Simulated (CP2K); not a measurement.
The system is Hf.

```
CELL_PARAMETERS angstrom
3.19670 0.00000 0.00000
-1.59835 2.76842 0.00000
0.00000 0.00000 5.05780
ATOMIC_POSITIONS crystal
Hf 0.66667 0.33333 0.75000
Hf 0.33333 0.66667 0.25000
```

- Program: CP2K 2026.2
- Task: single point
- Functional: PBE
- Potentials or basis: POTENTIAL_UZH Hf GTH-PBE-q12; TZVP-MOLOPT-PBE-GTH basis
- Density cutoff: 6123 eV
- k mesh: 10 × 10 × 5
- Occupations: fermi-dirac, width 0.05 eV
- Spin: no spin polarisation

On this cell: pressure 0.8 GPa; largest force under 0.003 eV/Å; band gap on the k mesh none (metal or under the smearing width).

The same run follows on a disturbed copy (atoms moved at random, drawn with an rms of 0.05 Å):

```
CELL_PARAMETERS angstrom
3.19670 0.00000 0.00000
-1.59835 2.76842 0.00000
0.00000 0.00000 5.05780
ATOMIC_POSITIONS crystal
Hf 0.67080 0.34630 0.75451
Hf 0.32565 0.67287 0.24668
```

What does the disturbed cell give?

The energy (extrapolated to zero smearing) moves by +2.2 meV/atom; pressure 0.9 GPa; largest force 0.174 eV/Å; band gap on the k mesh none (metal or under the smearing width).

Forces on the atoms (eV/Å):
```
Hf  -0.067 -0.045 -0.154
Hf   0.067  0.052  0.147
```

Stress tensor (GPa, compression positive):
```
1.15 0.27 0.05
0.27 0.77 0.03
0.05 0.03 0.70
```

Caveats: the basis of atomic orbitals isn't converged, which shifts pressures, moduli and gaps.
